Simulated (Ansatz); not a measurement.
**PbS (Galena): band structure with LDA**

Crystal: PbS (Galena).

```
Pb S
1.0
     0.00000    2.96575    2.96575
     2.96575    0.00000    2.96575
     2.96575    2.96575    0.00000
Pb S
1 1
Cartesian
  0.0000 0.0000 0.0000
  2.9657 2.9657 2.9657
```

```yaml
Program: Ansatz 0.2.0
Task: band structure
Functional: LDA
Potentials_or_basis: Ansatz PAW
Cutoff: "420 eV (not typed: the program's choice for these potentials)"
k_mesh: 6 × 6 × 6
Occupations: fermi-dirac, width 0.05 eV
Spin: spin-orbit coupling, no magnetisation
Path: "[[\"G\", \"X\", \"W\", \"K\", \"G\", \"L\", \"U\", \"W\", \"L\", \"K\"], [\"U\", \"X\"]]"
Points_for_each_segment_of_the_path: 14
```

```yaml
Pressure: -3.3 GPa
Band_gap_on_the_k_mesh: 0.21 eV, direct
Band_gap_along_the_path: 0.21 eV, direct
```

Levels at the corners of the path, in eV from the valence-band top:
| point | band 17 | band 18 | band 19 | band 20 | band 21 | band 22 | band 23 | band 24 |
| --- | --- | --- | --- | --- | --- | --- | --- | --- |
| Γ | -1.88 | -1.88 | -1.88 | -1.88 | 3.55 | 3.55 | 6.07 | 6.07 |
| X | -3.44 | -3.44 | -3.11 | -3.11 | 4.01 | 4.01 | 4.59 | 4.59 |
| W | -4.12 | -4.12 | -0.82 | -0.82 | 2.02 | 2.02 | 4.64 | 4.64 |
| K | -2.81 | -2.81 | -2.29 | -2.29 | 3.07 | 3.07 | 4.24 | 4.24 |
| Γ | -1.88 | -1.88 | -1.88 | -1.88 | 3.55 | 3.55 | 6.07 | 6.07 |
| L | -1.56 | -1.56 | 0.00 | 0.00 | 0.21 | 0.21 | 1.69 | 1.69 |
| U | -2.81 | -2.81 | -2.29 | -2.29 | 3.07 | 3.07 | 4.24 | 4.24 |
| W | -4.12 | -4.12 | -0.82 | -0.82 | 2.02 | 2.02 | 4.64 | 4.64 |
| L | -1.56 | -1.56 | 0.00 | 0.00 | 0.21 | 0.21 | 1.69 | 1.69 |
| K | -2.81 | -2.81 | -2.29 | -2.29 | 3.07 | 3.07 | 4.24 | 4.24 |
| U | -2.81 | -2.81 | -2.29 | -2.29 | 3.07 | 3.07 | 4.24 | 4.24 |
| X | -3.44 | -3.44 | -3.11 | -3.11 | 4.01 | 4.01 | 4.59 | 4.59 |

Run time: 11 s on 2 threads of Arm Neoverse V1, with other jobs on the host, peak memory 0.46 GiB.

Caveat: the PAW data sets come from PBE, with cores solved anew for the run's functional, which leaves a small shift of forces and pressure.
